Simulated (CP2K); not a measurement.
# Hf (P6_3/mmc) in CP2K: equation of state

How stiff is Hf in PBEsol, and what volume does it want? The cell is scaled to several volumes.

Program: CP2K 2026.2. These are calculated values, not measurements. Logs are shortened: lines on timing, memory, paths and dates and some standing lists are left out, and cuts for length are marked.

### Step 1. The crystal as given

Symmetry: P6_3/mmc, No. 194, hexagonal system. Conventional cell: a = 3.197 Å, b = 3.197 Å, c = 5.058 Å, α = 90.00°, β = 90.00°, γ = 120.00°. Hf (site symmetry -6m2) is surrounded by 12 Hf at 3.13 to 3.20 Å.

### Step 2. Single point, PBEsol, 22.38 Å³/atom

Input file hf_eos.inp:

```
&GLOBAL
  PROJECT hf_eos
  RUN_TYPE ENERGY_FORCE
  PRINT_LEVEL LOW
&END GLOBAL
&FORCE_EVAL
  METHOD QS
  STRESS_TENSOR ANALYTICAL
  &DFT
    BASIS_SET_FILE_NAME BASIS_MOLOPT_UZH
    POTENTIAL_FILE_NAME POTENTIAL_UZH
    &MGRID
      CUTOFF 450
      REL_CUTOFF 60
      NGRIDS 4
    &END MGRID
    &QS
      METHOD GPW
      EPS_DEFAULT 1.0E-10
    &END QS
    &KPOINTS
      SCHEME MONKHORST-PACK 10 10 5
      GAMMA_CENTERED T
      SYMMETRY T
      SYMMETRY_BACKEND SPGLIB
    &END KPOINTS
    &SCF
      SCF_GUESS ATOMIC
      EPS_SCF 1.0E-6
      MAX_SCF 100
      ADDED_MOS 16
      CHOLESKY OFF
      EPS_EIGVAL 1.0E-7
      &DIAGONALIZATION ON
        ALGORITHM STANDARD
      &END DIAGONALIZATION
      &MIXING ON
        METHOD BROYDEN_MIXING
        ALPHA 0.4
        BETA 1.5
        NBUFFER 8
      &END MIXING
      &SMEAR ON
        METHOD FERMI_DIRAC
        ELECTRONIC_TEMPERATURE [K] 580.226
      &END SMEAR
    &END SCF
    &XC
      &XC_FUNCTIONAL
        &GGA_X_PBE_SOL
        &END GGA_X_PBE_SOL
        &GGA_C_PBE_SOL
        &END GGA_C_PBE_SOL
      &END XC_FUNCTIONAL
    &END XC
    &PRINT
      &KPOINTS ON
      &END KPOINTS
      &MULLIKEN ON
      &END MULLIKEN
      &MO ON
        ENERGIES T
        OCCUPATION_NUMBERS T
        &EACH
          QS_SCF 0
        &END EACH
        ADD_LAST NUMERIC
      &END MO
    &END PRINT
  &END DFT
  &SUBSYS
    &CELL
      A 3.1967000000 0.0000000000 0.0000000000
      B -1.5983500000 2.7684234083 0.0000000000
      C 0.0000000000 0.0000000000 5.0578000000
      PERIODIC XYZ
    &END CELL
    &COORD
      SCALED
      Hf  0.6666666667 0.3333333333 0.7500000000
      Hf  0.3333333333 0.6666666667 0.2500000000
    &END COORD
    &KIND Hf
      BASIS_SET TZVP-MOLOPT-PBE-GTH-q12
      POTENTIAL GTH-PBE-q12
    &END KIND
    &PRINT
      &ATOMIC_COORDINATES ON
      &END ATOMIC_COORDINATES
      &CELL ON
      &END CELL
    &END PRINT
  &END SUBSYS
  &PRINT
    &FORCES ON
    &END FORCES
    &STRESS_TENSOR ON
    &END STRESS_TENSOR
  &END PRINT
&END FORCE_EVAL
```

Potentials or basis: POTENTIAL_UZH Hf GTH-PBE-q12; TZVP-MOLOPT-PBE-GTH basis.

On the command line:

```bash
$ OMP_NUM_THREADS=1 cp2k.psmp -i hf_eos.inp -o hf_eos.out
```

hf_eos.out:

```text

 CP2K| version string:                                       CP2K version 2026.2
 CP2K| Input file name                                                hf_eos.inp

 GLOBAL| Force Environment number                                              1
 GLOBAL| Basis set file name                                    BASIS_MOLOPT_UZH
 GLOBAL| Potential file name                                       POTENTIAL_UZH
 GLOBAL| MM Potential file name                                     MM_POTENTIAL
 GLOBAL| Coordinate file name                                      __STD_INPUT__
 GLOBAL| Method name                                                        CP2K
 GLOBAL| Project name                                                     hf_eos
 GLOBAL| Run type                                                   ENERGY_FORCE
 GLOBAL| FFT library                                                       FFTW3
[... 8 lines left out ...]
 GLOBAL| CPU model name                                                  UNKNOWN

 CELL| Volume [angstrom^3]:                                            44.760615
 CELL| Vector a [angstrom]:       3.197     0.000     0.000   |a| =     3.196700
 CELL| Vector b [angstrom]:      -1.598     2.768     0.000   |b| =     3.196700
 CELL| Vector c [angstrom]:       0.000     0.000     5.058   |c| =     5.057800
 CELL| Angle (b,c), alpha [degree]:                                    90.000000
 CELL| Angle (a,c), beta  [degree]:                                    90.000000
 CELL| Angle (a,b), gamma [degree]:                                   120.000000
 CELL| Numerically orthorhombic:                                              NO
 CELL| Periodicity                                                           XYZ

 CELL_REF| Volume [angstrom^3]:                                        44.760615
 CELL_REF| Vector a [angstrom     3.197     0.000     0.000   |a| =     3.196700
 CELL_REF| Vector b [angstrom    -1.598     2.768     0.000   |b| =     3.196700
 CELL_REF| Vector c [angstrom     0.000     0.000     5.058   |c| =     5.057800
 CELL_REF| Angle (b,c), alpha [degree]:                                90.000000
 CELL_REF| Angle (a,c), beta  [degree]:                                90.000000
 CELL_REF| Angle (a,b), gamma [degree]:                               120.000000
 CELL_REF| Numerically orthorhombic:                                          NO
 CELL_REF| Periodicity                                                       XYZ
[... 9 lines left out ...]
 TOTAL NUMBERS AND MAXIMUM NUMBERS

  Total number of            - Atomic kinds:                                   1
                             - Atoms:                                          2
                             - Shell sets:                                     2
                             - Shells:                                        22
                             - Primitive Cartesian functions:                 10
                             - Cartesian basis functions:                     82
                             - Spherical basis functions:                     70

  Maximum angular momentum of- Orbital basis functions:                        3
                             - Local part of the GTH pseudopotential:          2
                             - Non-local part of the GTH pseudopotential:      4

 MODULE QUICKSTEP: ATOMIC COORDINATES IN ANGSTROM

   Atom Kind Element         X             Y             Z       Z(eff)     Mass
      1    1 Hf   72      1.598350      0.922808      3.793350  12.0000 178.4900
      2    1 Hf   72     -0.000000      1.845616      1.264450  12.0000 178.4900

 SCF PARAMETERS         Density guess:                                    ATOMIC
                        --------------------------------------------------------
                        max_scf:                                             100
[... 7 lines left out ...]
                        --------------------------------------------------------
                        level_shift [a.u.]:                             0.000000
                        added MOs                                        16    0
                        --------------------------------------------------------
                        Mixing method:                            BROYDEN_MIXING
                                                charge density mixing in g-space
                        --------------------------------------------------------
                        Smear method:                                FERMI_DIRAC
                        Electronic temperature [K]:                        580.2
                        Electronic temperature [a.u.]:                  1.84E-03
                        Accuracy threshold:                             1.00E-10
                        --------------------------------------------------------
                        No outer SCF

[... 46 lines left out ...]
     9 Broy./Diag. 0.40E+00    4.1     0.00002679       -98.4320789821  5.94E-05
    10 Broy./Diag. 0.40E+00    4.1     0.00000256       -98.4320549568  2.40E-05
    11 Broy./Diag. 0.40E+00    4.1     0.00000116       -98.4320528926  2.06E-06
    12 Broy./Diag. 0.40E+00    4.1     0.00000074       -98.4320538092 -9.17E-07

  *** SCF run converged in    12 steps ***

  Electronic density on regular grids:        -24.0000000009       -0.0000000009
  Core density on regular grids:               23.9999999970       -0.0000000030
  Total charge density on r-space grids:       -0.0000000039
  Total charge density g-space grids:          -0.0000000039

  Overlap energy of the core charge distribution:               0.00000000001679
  Self energy of the core charge distribution:               -144.80688172598337
  Core Hamiltonian energy:                                     30.44300905106047
  Hartree energy:                                              27.89493108472180
  Exchange-correlation energy:                                -11.96270309747336
  Electronic entropic energy:                                  -0.00040912145754
  Fermi energy:                                                 0.37852214445932

  Total energy:                                               -98.43205380915660
  Total energy (extrapolated to T->0):                        -98.43184924842782

 MO| EIGENVALUES AND OCCUPATION NUMBERS FOR K POINT 1
 MO|
 MO|  Index      Eigenvalue [a.u.]        Eigenvalue [eV]             Occupation
 MO|      1              -1.853981             -50.449377               2.000000
 MO|      2              -1.853798             -50.444412               2.000000
 MO|      3              -0.749752             -20.401790               2.000000
 MO|      4              -0.748346             -20.363519               2.000000
 MO|      5              -0.738337             -20.091165               2.000000
 MO|      6              -0.735530             -20.014797               2.000000
[... 20 lines left out ...]
 MO|     27               1.045561              28.451171               0.000000
 MO|     28               1.136115              30.915262               0.000000
 MO| Sum:                                                              26.100757
 MO| E(Fermi):            0.378522 a.u.         10.300111 eV

 MO| EIGENVALUES AND OCCUPATION NUMBERS FOR K POINT 2
 MO|
 MO|  Index      Eigenvalue [a.u.]        Eigenvalue [eV]             Occupation
 MO|      1              -1.854108             -50.452833               2.000000
 MO|      2              -1.853617             -50.439482               2.000000
 MO|      3              -0.748344             -20.363478               2.000000
 MO|      4              -0.744455             -20.257648               2.000000
 MO|      5              -0.740225             -20.142556               2.000000
 MO|      6              -0.734045             -19.974368               2.000000
[... 399 lines left out ...]
 MO| EIGENVALUES AND OCCUPATION NUMBERS FOR K POINT 14
 MO|
 MO|  Index      Eigenvalue [a.u.]        Eigenvalue [eV]             Occupation
 MO|      1              -1.854810             -50.471947               2.000000
 MO|      2              -1.853617             -50.439493               2.000000
 MO|      3              -0.748318             -20.362773               2.000000
 MO|      4              -0.742894             -20.215186               2.000000
 MO|      5              -0.738551             -20.097007               2.000000
 MO|      6              -0.733320             -19.954663               2.000000
[... 20 lines left out ...]
 MO|     27               1.041782              28.348329               0.000000
 MO|     28               1.104077              30.043453               0.000000
 MO| Sum:                                                              24.000143
 MO| E(Fermi):            0.378522 a.u.         10.300111 eV

 [... the levels of further k-points ...]

 !-----------------------------------------------------------------------------!
                     Mulliken Population Analysis

 #  Atom  Element  Kind  Atomic population                           Net charge
       1     Hf       1         12.000000                              0.000000
       2     Hf       1         12.000000                             -0.000000
 # Total charge                             24.000000                 -0.000000

 !-----------------------------------------------------------------------------!

 ENERGY| Total FORCE_EVAL ( QS ) energy [hartree]            -98.432054564215207

 FORCES| Atomic forces [hartree/bohr]
 FORCES|   Atom     x               y               z               |f|
 FORCES|      1  4.91537443E-09 -1.94958576E-09  9.29556644E-10   5.36897252E-09
 FORCES|      2 -4.91599011E-09  1.94490448E-09 -9.29294234E-10   5.36779284E-09
 FORCES| Sum    -6.15684990E-13 -4.68128062E-12  2.62409327E-13
 FORCES| Total atomic force                                       4.72888093E-12

 STRESS| Analytical stress tensor [bar]
 STRESS|                        x                   y                   z
 STRESS|      x       -2.74637752635E+04   5.31498461799E-01  -5.07559755397E-07
 STRESS|      y        5.31498461799E-01  -2.74631603019E+04   1.09683923433E-07
 STRESS|      z       -5.07559755397E-07   1.09683923433E-07  -3.18541076910E+04
 STRESS| 1/3 Trace                                            -2.89270144188E+04
 STRESS| Determinant                                          -2.40257078767E+13

 STRESS| Eigenvectors and eigenvalues of the analytical stress tensor [bar]
 STRESS|                        1                   2                   3
 STRESS| Eigenvalues  -3.18541076910E+04  -2.74640818145E+04  -2.74628537509E+04
 STRESS|      x           0.000000000116      0.866243936638      0.499621298823
 STRESS|      y          -0.000000000025     -0.499621298823      0.866243936638
 STRESS|      z           1.000000000000     -0.000000000113     -0.000000000036
```

Run time: 61 s. Hardware: 1 thread of Arm Neoverse V1, shared host; peak memory 0.37 GiB.

Results:

```yaml
Free_energy: -2678.4724 eV
Pressure: -2.9 GPa
Band_gap_on_the_k_mesh: none (metal or under the smearing width)
```

Caveat: the potentials were made for another functional, which shifts forces and pressure; the basis of atomic orbitals isn't converged, which shifts pressures, moduli and gaps.

### Step 3. Single point, PBEsol, 21.93 Å³/atom (volume scaled by 0.98)

hf_eos.inp, as its differences from that of step 2:

```diff
@@ -11,2 +11,3 @@
     POTENTIAL_FILE_NAME POTENTIAL_UZH
+    WFN_RESTART_FILE_NAME previous-RESTART.kp
     &MGRID
@@ -27,3 +28,3 @@
     &SCF
-      SCF_GUESS ATOMIC
+      SCF_GUESS RESTART
       EPS_SCF 1.0E-6
@@ -72,5 +73,5 @@
     &CELL
-      A 3.1967000000 0.0000000000 0.0000000000
-      B -1.5983500000 2.7684234083 0.0000000000
-      C 0.0000000000 0.0000000000 5.0578000000
+      A 3.1752449911 0.0000000000 0.0000000000
+      B -1.5876224956 2.7498428256 0.0000000000
+      C 0.0000000000 0.0000000000 5.0238540107
       PERIODIC XYZ
```

Potentials or basis: POTENTIAL_UZH Hf GTH-PBE-q12; TZVP-MOLOPT-PBE-GTH basis.

On the command line:

```bash
$ OMP_NUM_THREADS=1 cp2k.psmp -i hf_eos.inp -o hf_eos.out
```

It took 51 s on 1 thread of Arm Neoverse V1, shared host; peak memory 0.36 GiB.

The run converged. Its results:

```yaml
Free_energy: -2678.4827 eV
Pressure: -0.7 GPa
Band_gap_on_the_k_mesh: none (metal or under the smearing width)
```

Caveat: the potentials were made for another functional, which shifts forces and pressure; the basis of atomic orbitals isn't converged, which shifts pressures, moduli and gaps.

### Step 4. Single point, PBEsol, 22.83 Å³/atom (volume scaled by 1.02)

hf_eos.inp, as its differences from that of step 3:

```diff
@@ -73,5 +73,5 @@
     &CELL
-      A 3.1752449911 0.0000000000 0.0000000000
-      B -1.5876224956 2.7498428256 0.0000000000
-      C 0.0000000000 0.0000000000 5.0238540107
+      A 3.2178708157 0.0000000000 0.0000000000
+      B -1.6089354078 2.7867578725 0.0000000000
+      C 0.0000000000 0.0000000000 5.0912963404
       PERIODIC XYZ
```

On the command line:

```bash
$ OMP_NUM_THREADS=1 cp2k.psmp -i hf_eos.inp -o hf_eos.out
```

Run time: 48 s. Hardware: 1 thread of Arm Neoverse V1, shared host; peak memory 0.36 GiB.

The run converged. Its results:

```yaml
Free_energy: -2678.4507 eV
Pressure: -4.9 GPa
Band_gap_on_the_k_mesh: none (metal or under the smearing width)
```

Caveat: the potentials were made for another functional, which shifts forces and pressure; the basis of atomic orbitals isn't converged, which shifts pressures, moduli and gaps.

### Step 5. Single point, PBEsol, 21.49 Å³/atom (volume scaled by 0.96)

hf_eos.inp, as its differences from that of step 4:

```diff
@@ -73,5 +73,5 @@
     &CELL
-      A 3.2178708157 0.0000000000 0.0000000000
-      B -1.6089354078 2.7867578725 0.0000000000
-      C 0.0000000000 0.0000000000 5.0912963404
+      A 3.1534960552 0.0000000000 0.0000000000
+      B -1.5767480276 2.7310076946 0.0000000000
+      C 0.0000000000 0.0000000000 4.9894429718
       PERIODIC XYZ
```

On the command line:

```bash
$ OMP_NUM_THREADS=1 cp2k.psmp -i hf_eos.inp -o hf_eos.out
```

Wall time 60 s (1 thread of Arm Neoverse V1, shared host); peak memory 0.36 GiB.

The run converged. Its results:

```yaml
Free_energy: -2678.4799 eV
Pressure: 1.6 GPa
Band_gap_on_the_k_mesh: none (metal or under the smearing width)
```

Caveat: the potentials were made for another functional, which shifts forces and pressure; the basis of atomic orbitals isn't converged, which shifts pressures, moduli and gaps.

### Step 6. Single point, PBEsol, 23.28 Å³/atom (volume scaled by 1.04)

hf_eos.inp, as its differences from that of step 5:

```diff
@@ -73,5 +73,5 @@
     &CELL
-      A 3.1534960552 0.0000000000 0.0000000000
-      B -1.5767480276 2.7310076946 0.0000000000
-      C 0.0000000000 0.0000000000 4.9894429718
+      A 3.2387666662 0.0000000000 0.0000000000
+      B -1.6193833331 2.8048542099 0.0000000000
+      C 0.0000000000 0.0000000000 5.1243576326
       PERIODIC XYZ
```

Potentials or basis: POTENTIAL_UZH Hf GTH-PBE-q12; TZVP-MOLOPT-PBE-GTH basis.

On the command line:

```bash
$ OMP_NUM_THREADS=1 cp2k.psmp -i hf_eos.inp -o hf_eos.out
```

Run time: 54 s. Hardware: 1 thread of Arm Neoverse V1, shared host; peak memory 0.36 GiB.

The run converged. Its results:

```yaml
Free_energy: -2678.4185 eV
Pressure: -6.6 GPa
Band_gap_on_the_k_mesh: none (metal or under the smearing width)
```

Caveat: the potentials were made for another functional, which shifts forces and pressure; the basis of atomic orbitals isn't converged, which shifts pressures, moduli and gaps.

### Step 7. Single point, PBEsol, 21.04 Å³/atom (volume scaled by 0.94)

hf_eos.inp, as its differences from that of step 6:

```diff
@@ -73,5 +73,5 @@
     &CELL
-      A 3.2387666662 0.0000000000 0.0000000000
-      B -1.6193833331 2.8048542099 0.0000000000
-      C 0.0000000000 0.0000000000 5.1243576326
+      A 3.1314429137 0.0000000000 0.0000000000
+      B -1.5657214569 2.7119091138 0.0000000000
+      C 0.0000000000 0.0000000000 4.9545506207
       PERIODIC XYZ
```

On the command line:

```bash
$ OMP_NUM_THREADS=1 cp2k.psmp -i hf_eos.inp -o hf_eos.out
```

Run time: 60 s. Hardware: 1 thread of Arm Neoverse V1, shared host; peak memory 0.34 GiB.

Results (log left out):

```
Free energy            : -2678.4646 eV
Pressure               : 4.2 GPa
Band gap on the k mesh : none (metal or under the smearing width)
```

Caveat: the potentials were made for another functional, which shifts forces and pressure; the basis of atomic orbitals isn't converged, which shifts pressures, moduli and gaps.

### Step 8. Single point, PBEsol, 23.72 Å³/atom (volume scaled by 1.06)

hf_eos.inp, as its differences from that of step 7:

```diff
@@ -73,5 +73,5 @@
     &CELL
-      A 3.1314429137 0.0000000000 0.0000000000
-      B -1.5657214569 2.7119091138 0.0000000000
-      C 0.0000000000 0.0000000000 4.9545506207
+      A 3.2593963094 0.0000000000 0.0000000000
+      B -1.6296981547 2.8227200050 0.0000000000
+      C 0.0000000000 0.0000000000 5.1569977332
       PERIODIC XYZ
```

On the command line:

```bash
$ OMP_NUM_THREADS=1 cp2k.psmp -i hf_eos.inp -o hf_eos.out
```

Wall time 54 s (1 thread of Arm Neoverse V1, shared host); peak memory 0.35 GiB.

Results (log left out):

```
Free energy            : -2678.3769 eV
Pressure               : -8.3 GPa
Band gap on the k mesh : none (metal or under the smearing width)
```

Caveat: the potentials were made for another functional, which shifts forces and pressure; the basis of atomic orbitals isn't converged, which shifts pressures, moduli and gaps.

### Step 9. Equation of state, PBEsol

Potentials or basis: POTENTIAL_UZH Hf GTH-PBE-q12; TZVP-MOLOPT-PBE-GTH basis.

No new run: the results of the series are fitted here.

Results:

```yaml
Equilibrium_volume: 21.79 Å³/atom
Bulk_modulus_at_fixed_shape_and_positions: 111 GPa
Pressure_derivative_of_the_bulk_modulus: "3.0 (rough: it moves with the points fitted)"
```

Energy against volume, from the lowest point:
```
volume (Å³/atom)  energy (meV/atom)
          21.037               9.04
          21.485               1.40
          21.933               0.00
          22.380               5.13
          22.828              15.99
          23.276              32.07
          23.723              52.88
```

Caveat: the cell was scaled at fixed shape and fractional positions, which overstates the stiffness of a crystal with free parameters, most of all of layers and chains; the potentials were made for another functional, which shifts forces and pressure; the basis of atomic orbitals isn't converged, which shifts pressures, moduli and gaps. Spin-orbit coupling is left out, which matters for the levels of Hf.
